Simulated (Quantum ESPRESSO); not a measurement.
# V in Quantum ESPRESSO: work function with PBE

Aim: the work function of V with PBE.

Program: Quantum ESPRESSO 7.5. These are calculated values, not measurements. Logs are shortened: lines on timing, memory, paths and dates and some standing lists are left out, and cuts for length are marked.

### Step 1. Starting point

The cell holds a slab with vacuum, 6 atoms: a = 2.680 Å, b = 2.680 Å, c = 24.475 Å, α = 90.00°, β = 90.00°, γ = 90.00°.

The slab is cut from a database's or a generator's crystal, which needn't be the stable form of the element.

### Step 2. Work function, PBE, collinear spin, ferromagnetic start

Input file pw.in:

```
&CONTROL
  calculation = 'scf'
  prefix = 'pwscf'
  outdir = './tmp'
  pseudo_dir = './pseudo'
  tprnfor = .true.
  disk_io = 'low'
/
&SYSTEM
  ibrav = 0
  celldm(1) = 8
  nat = 6
  ntyp = 1
  ecutwfc = 84
  nbnd = 54
  occupations = 'smearing'
  smearing = 'fd'
  degauss = 0.00367493
  nspin = 2
  starting_magnetization(1) = 0.1538
/
&ELECTRONS
  conv_thr = 6d-09
  electron_maxstep = 150
  mixing_beta = 0.3
  mixing_mode = 'local-TF'
/
ATOMIC_SPECIES
V     50.9415 V.upf
CELL_PARAMETERS alat
  0.6330428270248   0.0000000000000   0.0000000000000
  0.0000000000000   0.6330428270248   0.0000000000000
  0.0000000000000   0.0000000000000   5.7813808625270
ATOMIC_POSITIONS crystal
V      0.5000000000    0.5000000000    0.3064351379
V      0.0000000000    0.0000000000    0.3838610827
V      0.5000000000    0.5000000000    0.4612870276
V      0.0000000000    0.0000000000    0.5387129724
V      0.5000000000    0.5000000000    0.6161389173
V      0.0000000000    0.0000000000    0.6935648621
K_POINTS automatic
10 10 1 0 0 0
```

Input file pp_density.in:

```
&INPUTPP
  prefix = 'pwscf'
  outdir = './tmp'
  filplot = 'density.dat'
  plot_num = 0
/
&PLOT
  nfile = 1
  filepp(1) = 'density.dat'
  iflag = 3
  output_format = 6
  fileout = 'density.cube'
/
```

Input file pp_potential.in:

```
&INPUTPP
  prefix = 'pwscf'
  outdir = './tmp'
  filplot = 'potential.dat'
  plot_num = 11
/
&PLOT
  nfile = 1
  filepp(1) = 'potential.dat'
  iflag = 3
  output_format = 6
  fileout = 'potential.cube'
/
```

Input file pp_spin.in:

```
&INPUTPP
  prefix = 'pwscf'
  outdir = './tmp'
  filplot = 'spin.dat'
  plot_num = 6
/
&PLOT
  nfile = 1
  filepp(1) = 'spin.dat'
  iflag = 3
  output_format = 6
  fileout = 'spin.cube'
/
```

Input file pp_elf.in:

```
&INPUTPP
  prefix = 'pwscf'
  outdir = './tmp'
  filplot = 'elf.dat'
  plot_num = 8
/
&PLOT
  nfile = 1
  filepp(1) = 'elf.dat'
  iflag = 3
  output_format = 6
  fileout = 'elf.cube'
/
```

Potentials or basis: PseudoDojo 0.4.1 SR PBE standard.

Started as:

```sh
> OMP_NUM_THREADS=1 mpirun -n 2 pw.x -nk 2 -in pw.in > pw.out
> OMP_NUM_THREADS=1 mpirun -n 1 pp.x -in pp_density.in > pp_density.out
> OMP_NUM_THREADS=1 mpirun -n 1 pp.x -in pp_potential.in > pp_potential.out
> OMP_NUM_THREADS=1 mpirun -n 1 pp.x -in pp_spin.in > pp_spin.out
> OMP_NUM_THREADS=1 mpirun -n 1 pp.x -in pp_elf.in > pp_elf.out
```

pw.out:

```text
This program is part of the open-source Quantum ESPRESSO suite
     for quantum simulation of materials; please cite
[... 6 lines left out ...]
     using ibrav=0 with symmetry is DISCOURAGED, use correct ibrav instead

     K-points division:     npool     =       2
     Subspace diagonalization in iterative solution of the eigenvalue problem:
     a serial algorithm will be used

     G-vector sticks info
     --------------------
     sticks:   dense  smooth     PW     G-vecs:    dense   smooth      PW
     Sum         681     681    213               123213   123213   20303

     Using Slab Decomposition

     bravais-lattice index     =            0
     lattice parameter (alat)  =       8.0000  a.u.
     unit-cell volume          =    1186.2268 (a.u.)^3
     number of atoms/cell      =            6
     number of atomic types    =            1
     number of electrons       =        78.00
     number of Kohn-Sham states=           54
     kinetic-energy cutoff     =      84.0000  Ry
     charge density cutoff     =     336.0000  Ry
     scf convergence threshold =      6.0E-09
     mixing beta               =       0.3000
     number of iterations used =            8  local-TF  mixing
     Exchange-correlation= PBE
                           (   1   4   3   4   0   0   0)

     celldm(1)=   8.000000  celldm(2)=   0.000000  celldm(3)=   0.000000
     celldm(4)=   0.000000  celldm(5)=   0.000000  celldm(6)=   0.000000

     crystal axes: (cart. coord. in units of alat)
               a(1) = (   0.633043   0.000000   0.000000 )
               a(2) = (   0.000000   0.633043   0.000000 )
               a(3) = (   0.000000   0.000000   5.781381 )

     reciprocal axes: (cart. coord. in units 2 pi/alat)
               b(1) = (  1.579672  0.000000  0.000000 )
               b(2) = (  0.000000  1.579672  0.000000 )
               b(3) = (  0.000000  0.000000  0.172969 )

     PseudoPot. # 1 for V  read from file:
     V.upf
     Pseudo is Norm-conserving + core correction, Zval = 13.0
     Generated using ONCVPSP code by D. R. Hamann
     Using radial grid of 1536 points,  6 beta functions with:
                l(1) =   0
                l(2) =   0
                l(3) =   1
                l(4) =   1
                l(5) =   2
                l(6) =   2

     atomic species   valence    mass     pseudopotential
     V                13.00    50.94150     V ( 1.00)

     Starting magnetic structure
     atomic species   magnetization
     V               0.154

     16 Sym. Ops., with inversion, found ( 8 have fractional translation)

   Cartesian axes

     site n.     atom                  positions (alat units)
         1        V      tau(   1) = (   0.3165214   0.3165214   1.7716182  )
         2        V      tau(   2) = (   0.0000000   0.0000000   2.2192471  )
         3        V      tau(   3) = (   0.3165214   0.3165214   2.6668760  )
         4        V      tau(   4) = (   0.0000000   0.0000000   3.1145049  )
         5        V      tau(   5) = (   0.3165214   0.3165214   3.5621337  )
         6        V      tau(   6) = (   0.0000000   0.0000000   4.0097626  )

     number of k points=    21  Fermi-Dirac smearing, width (Ry)=  0.0037
                       cart. coord. in units 2pi/alat
        k(    1) = (   0.0000000   0.0000000   0.0000000), wk =   0.0100000
        k(    2) = (   0.0000000   0.1579672   0.0000000), wk =   0.0400000
        k(    3) = (   0.0000000   0.3159344   0.0000000), wk =   0.0400000
        k(    4) = (   0.0000000   0.4739016   0.0000000), wk =   0.0400000
        k(    5) = (   0.0000000   0.6318688   0.0000000), wk =   0.0400000
        k(    6) = (   0.0000000  -0.7898360   0.0000000), wk =   0.0200000
[... 13 lines left out ...]
        k(   20) = (   0.6318688  -0.7898360   0.0000000), wk =   0.0400000
        k(   21) = (  -0.7898360  -0.7898360   0.0000000), wk =   0.0100000

     Dense  grid:   123213 G-vectors     FFT dimensions: (  30,  30, 270)

     Generating pointlists ...
     new r_m :   0.2611 (alat units)  2.0890 (a.u.) for type    1

     Initial potential from superposition of free atoms

     starting charge      77.9937, renormalised to      78.0000

     negative rho (up, down):  7.390E-06 5.420E-06
     Starting wfcs are   60 randomized atomic wfcs

     Self-consistent Calculation

     iteration #  1     ecut=    84.00 Ry     beta= 0.30
     Davidson diagonalization with overlap
     ethr =  1.00E-02,  avg # of iterations =  3.2

     total energy              =    -885.29491421 Ry
     estimated scf accuracy    <      14.02617681 Ry

     total magnetization       =     5.98 Bohr mag/cell
     absolute magnetization    =     5.98 Bohr mag/cell

     iteration #  2     ecut=    84.00 Ry     beta= 0.30
     Davidson diagonalization with overlap
     ethr =  1.00E-02,  avg # of iterations =  1.0

     total energy              =    -885.48387546 Ry
     estimated scf accuracy    <       0.94153048 Ry

     total magnetization       =     6.18 Bohr mag/cell
     absolute magnetization    =     6.18 Bohr mag/cell
[... 305 lines left out ...]
     negative rho (up, down):  7.776E-07 7.826E-07

     total energy              =    -885.45039432 Ry
     estimated scf accuracy    <       0.00000001 Ry

     total magnetization       =    -0.00 Bohr mag/cell
     absolute magnetization    =     0.00 Bohr mag/cell

     iteration # 31     ecut=    84.00 Ry     beta= 0.30
     Davidson diagonalization with overlap
     ethr =  1.68E-11,  avg # of iterations =  3.6

     Magnetic moment per site  (integrated on atomic sphere of radius R)
     atom   1 (R=0.261)  charge= 11.3249  magn= -0.0006
     atom   2 (R=0.261)  charge= 11.4469  magn=  0.0003
     atom   3 (R=0.261)  charge= 11.4602  magn=  0.0006
     atom   4 (R=0.261)  charge= 11.4602  magn=  0.0006
     atom   5 (R=0.261)  charge= 11.4469  magn=  0.0003
     atom   6 (R=0.261)  charge= 11.3249  magn= -0.0006

     End of self-consistent calculation

 ------ SPIN UP ------------

          k = 0.0000 0.0000 0.0000 ( 15535 PWs)   bands (ev):

   -58.6746 -58.6733 -58.5559 -58.5344 -58.4455 -58.3514 -32.7320 -32.6957
   -32.5145 -32.3419 -32.2677 -32.2677 -32.2622 -32.2622 -32.1521 -32.1501
   -32.1501 -32.1137 -32.1137 -32.0265 -32.0265 -31.9565 -31.9164 -31.9164
    -1.1137  -0.3704   0.7051   1.6933   2.0225   2.0824   2.9142   3.2219
     3.7664   4.3886   4.9802   5.2049   5.2786   5.4780   5.7720   5.7721
     6.0842   6.0842   6.4400   6.6536   6.6538   6.6857   7.1453   7.2626
     7.3549   7.3549   7.4795   7.5919   7.8509   8.0821

          k = 0.0000 0.1580 0.0000 ( 15541 PWs)   bands (ev):

   -58.6665 -58.6653 -58.5488 -58.5296 -58.4411 -58.3500 -32.7149 -32.6881
   -32.5282 -32.3896 -32.2972 -32.2844 -32.2592 -32.2545 -32.2051 -32.1845
   -32.1444 -32.1119 -32.1115 -32.0706 -32.0254 -31.9487 -31.9481 -31.9183
    -0.8683  -0.1404   0.9153   1.8919   2.2036   2.2752   3.0418   3.3346
     3.8547   4.4445   4.9956   5.1799   5.2252   5.5572   5.7103   5.8340
     6.0054   6.0881   6.2482   6.3600   6.5444   6.5573   7.1127   7.1175
     7.1679   7.2962   7.4174   7.5055   7.7889   7.7923
[... 163 lines left out ...]
   -58.5403 -58.5403 -58.4378 -58.4377 -58.3278 -58.3165 -32.6969 -32.6921
   -32.6866 -32.6771 -32.5745 -32.5401 -32.5300 -32.4772 -32.4571 -32.4399
   -32.3781 -32.3490 -32.2862 -32.2521 -32.2087 -32.1967 -32.1490 -32.1303
     2.2511   2.4592   2.7644   2.9023   3.1715   3.2072   3.3794   3.4308
     3.5172   3.5647   4.0839   4.2541   4.8946   5.1445   5.9446   6.1573
     6.9508   7.0787   7.2813   7.3697   7.3888   7.5123   7.7011   8.0129
     8.2082   8.3997   8.4028   8.4071   8.5137   8.5230

          k = 0.6319-0.7898 0.0000 ( 15364 PWs)   bands (ev):

   -58.5345 -58.5345 -58.4322 -58.4322 -58.3168 -58.3168 -32.7198 -32.7198
   -32.7042 -32.7042 -32.5773 -32.5773 -32.4956 -32.4956 -32.4352 -32.4352
   -32.3716 -32.3716 -32.2738 -32.2738 -32.2178 -32.2178 -32.1594 -32.1594
     2.2559   2.2559   2.7297   2.7297   3.0756   3.0756   3.2844   3.2844
     3.4648   3.4648   4.1398   4.1398   5.1294   5.1294   6.2565   6.2565
     7.0633   7.0633   7.6067   7.6067   7.6336   7.6336   7.9936   7.9936
     8.3113   8.3113   8.6969   8.6969   8.7548   8.7548

          k =-0.7898-0.7898 0.0000 ( 15308 PWs)   bands (ev):

   -58.5290 -58.5290 -58.4267 -58.4267 -58.3112 -58.3112 -32.7417 -32.7417
   -32.7201 -32.7201 -32.5803 -32.5803 -32.4926 -32.4926 -32.4404 -32.4404
   -32.3818 -32.3818 -32.2728 -32.2728 -32.2389 -32.2389 -32.1792 -32.1792
     2.1295   2.1295   2.6048   2.6048   2.9607   2.9607   3.1427   3.1427
     3.3960   3.3960   4.1644   4.1644   5.1936   5.1936   6.4678   6.4678
     7.0999   7.0999   7.7248   7.7248   7.9835   7.9835   8.3785   8.3785
     8.8170   8.8170   8.8883   8.8883   9.0016   9.0016

 ------ SPIN DOWN ----------

          k = 0.0000 0.0000 0.0000 ( 15535 PWs)   bands (ev):

   -58.6752 -58.6739 -58.5556 -58.5342 -58.4449 -58.3506 -32.7321 -32.6961
   -32.5145 -32.3420 -32.2680 -32.2680 -32.2626 -32.2626 -32.1519 -32.1500
   -32.1500 -32.1137 -32.1137 -32.0260 -32.0260 -31.9559 -31.9157 -31.9157
    -1.1134  -0.3703   0.7051   1.6932   2.0229   2.0824   2.9148   3.2220
     3.7664   4.3884   4.9802   5.2042   5.2779   5.4788   5.7723   5.7723
     6.0841   6.0841   6.4403   6.6534   6.6534   6.6862   7.1451   7.2633
     7.3544   7.3544   7.4794   7.5915   7.8527   8.0820

          k = 0.0000 0.1580 0.0000 ( 15541 PWs)   bands (ev):

   -58.6670 -58.6659 -58.5485 -58.5294 -58.4404 -58.3493 -32.7150 -32.6885
   -32.5282 -32.3897 -32.2977 -32.2846 -32.2595 -32.2549 -32.2049 -32.1845
   -32.1443 -32.1118 -32.1115 -32.0700 -32.0248 -31.9479 -31.9475 -31.9176
    -0.8680  -0.1403   0.9153   1.8918   2.2040   2.2752   3.0424   3.3347
     3.8547   4.4444   4.9955   5.1794   5.2246   5.5577   5.7106   5.8343
     6.0058   6.0880   6.2479   6.3602   6.5439   6.5574   7.1120   7.1177
     7.1681   7.2968   7.4183   7.5071   7.7887   7.7933
[... 163 lines left out ...]
   -58.5411 -58.5411 -58.4374 -58.4373 -58.3270 -58.3157 -32.6969 -32.6922
   -32.6868 -32.6773 -32.5743 -32.5400 -32.5302 -32.4777 -32.4571 -32.4404
   -32.3781 -32.3487 -32.2860 -32.2518 -32.2080 -32.1961 -32.1483 -32.1296
     2.2514   2.4595   2.7645   2.9024   3.1718   3.2075   3.3793   3.4308
     3.5173   3.5648   4.0839   4.2541   4.8944   5.1444   5.9444   6.1574
     6.9505   7.0784   7.2807   7.3692   7.3887   7.5126   7.7013   8.0135
     8.2086   8.3997   8.4027   8.4072   8.5148   8.5236

          k = 0.6319-0.7898 0.0000 ( 15364 PWs)   bands (ev):

   -58.5354 -58.5354 -58.4318 -58.4318 -58.3160 -58.3160 -32.7198 -32.7198
   -32.7045 -32.7045 -32.5771 -32.5771 -32.4960 -32.4960 -32.4357 -32.4357
   -32.3714 -32.3714 -32.2734 -32.2734 -32.2172 -32.2172 -32.1587 -32.1587
     2.2562   2.2562   2.7298   2.7298   3.0759   3.0759   3.2843   3.2843
     3.4649   3.4649   4.1397   4.1397   5.1293   5.1293   6.2564   6.2564
     7.0630   7.0630   7.6066   7.6066   7.6337   7.6337   7.9939   7.9939
     8.3116   8.3116   8.6968   8.6968   8.7557   8.7557

          k =-0.7898-0.7898 0.0000 ( 15308 PWs)   bands (ev):

   -58.5299 -58.5299 -58.4263 -58.4263 -58.3105 -58.3105 -32.7416 -32.7416
   -32.7203 -32.7203 -32.5803 -32.5803 -32.4927 -32.4927 -32.4414 -32.4414
   -32.3815 -32.3815 -32.2724 -32.2724 -32.2382 -32.2382 -32.1785 -32.1785
     2.1298   2.1298   2.6050   2.6050   2.9610   2.9610   3.1426   3.1426
     3.3961   3.3961   4.1643   4.1643   5.1935   5.1935   6.4676   6.4676
     7.0996   7.0996   7.7250   7.7250   7.9835   7.9835   8.3791   8.3791
     8.8888   8.8888   9.0029   9.0029   9.6775   9.6775

     the Fermi energy is     5.5346 ev

!    total energy              =    -885.45039443 Ry
     estimated scf accuracy    <          4.5E-09 Ry
     smearing contrib. (-TS)   =      -0.00594681 Ry
     internal energy E=F+TS    =    -885.44444762 Ry

     The total energy is F=E-TS. E is the sum of the following terms:
     one-electron contribution =   -6959.96687733 Ry
     hartree contribution      =    3484.60728036 Ry
     xc contribution           =    -137.04232641 Ry
     ewald contribution        =    2726.95747576 Ry

     total magnetization       =     0.00 Bohr mag/cell
     absolute magnetization    =     0.00 Bohr mag/cell

     convergence has been achieved in  31 iterations

     Forces acting on atoms (cartesian axes, Ry/au):

     atom    1 type  1   force =     0.00000000    0.00000000    0.00710477
     atom    2 type  1   force =     0.00000000    0.00000000   -0.02180050
     atom    3 type  1   force =     0.00000000    0.00000000    0.00924275
     atom    4 type  1   force =     0.00000000    0.00000000   -0.00924275
     atom    5 type  1   force =     0.00000000    0.00000000    0.02180050
     atom    6 type  1   force =     0.00000000    0.00000000   -0.00710477

     Total force =     0.034962     Total SCF correction =     0.000326

=------------------------------------------------------------------------------=
   JOB DONE.
=------------------------------------------------------------------------------=
```

Run time: 13 min. Hardware: 2 MPI ranks of Arm Neoverse V2, shared host; peak memory 1.1 GiB.

What came out:

| Quantity | Value |
| --- | --- |
| Free energy | -12047.1663 eV |
| Largest force | 0.561 eV/Å |
| Band gap on the k mesh | none (metal or under the smearing width) |
| Net moment | 0.00 μB per cell |
| Absolute moment | 0.00 μB per cell |
| Valence electrons inside the program's atomic spheres | V 11.32, 11.45, 11.46 |
| Work function of the upper face | 4.59 eV |
| Work function of the lower face | 4.59 eV |

Forces on the atoms (eV/Å):
```
V    0.000  0.000  0.183
V    0.000  0.000 -0.561
V    0.000  0.000  0.238
V    0.000  0.000 -0.238
V    0.000  0.000  0.561
V    0.000  0.000 -0.183
```

Levels at points of the mesh, in eV from the Fermi level:
Spin up:
| k point | band 35 | band 36 | band 37 | band 38 | band 39 | band 40 | band 41 | band 42 | band 43 | band 44 |
| --- | --- | --- | --- | --- | --- | --- | --- | --- | --- | --- |
| (0.00, 0.00, 0.00) | -0.55 | -0.33 | -0.26 | -0.06 | 0.24 | 0.24 | 0.55 | 0.55 | 0.91 | 1.12 |
| (0.00, -0.50, 0.00) | -0.47 | -0.47 | -0.19 | -0.19 | -0.04 | -0.04 | 0.11 | 0.11 | 0.43 | 0.43 |
| (-0.50, -0.50, 0.00) | -1.37 | -1.37 | -0.34 | -0.34 | 0.93 | 0.93 | 1.57 | 1.57 | 2.19 | 2.19 |
Spin down:
```csv
k point,band 37,band 38,band 39,band 40,band 41,band 42
"(0.00, 0.00, 0.00)",-0.26,-0.06,0.24,0.24,0.55,0.55
"(0.00, -0.50, 0.00)",-0.19,-0.19,-0.04,-0.04,0.11,0.11
"(-0.50, -0.50, 0.00)",-0.34,-0.34,0.93,0.93,1.57,1.57
```
